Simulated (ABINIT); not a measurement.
Crystal: Pt.

```
Pt
1.0
     0.00000    1.96090    1.96090
     1.96090    0.00000    1.96090
     1.96090    1.96090    0.00000
Pt
1
Cartesian
  0.0000 0.0000 0.0000
```

Program: ABINIT 10.8.3 (patched build). Alike in all runs: cell as given; cutoff (eV) 544; smearing fermi-dirac 0.05 eV. Hardware: 1 thread of Arm Neoverse V1, on a shared host.

Q: Order these runs on this cell by their wall time, lowest first.
A. task single point; level PBEsol; potentials or basis JTH PAW PBE v2.0; spin off; k mesh 10 × 10 × 10; mesh quality not flagged
B. task single point; level LDA; potentials or basis JTH PAW LDA v2.0; spin off; k mesh 7 × 7 × 7; mesh quality coarse
C. task single point; level LDA; potentials or basis JTH PAW LDA v2.0; spin off; k mesh 5 × 5 × 5; mesh quality coarse
D. task band structure; level BLYP; potentials or basis JTH PAW PBE v2.0; spin SOC, no magnetisation; k mesh 12 × 12 × 12; mesh quality not flagged

A: C (2.6 s), B (6.3 s), A (30 s), D (170 s).

Caveats: some runs use coarse meshes.
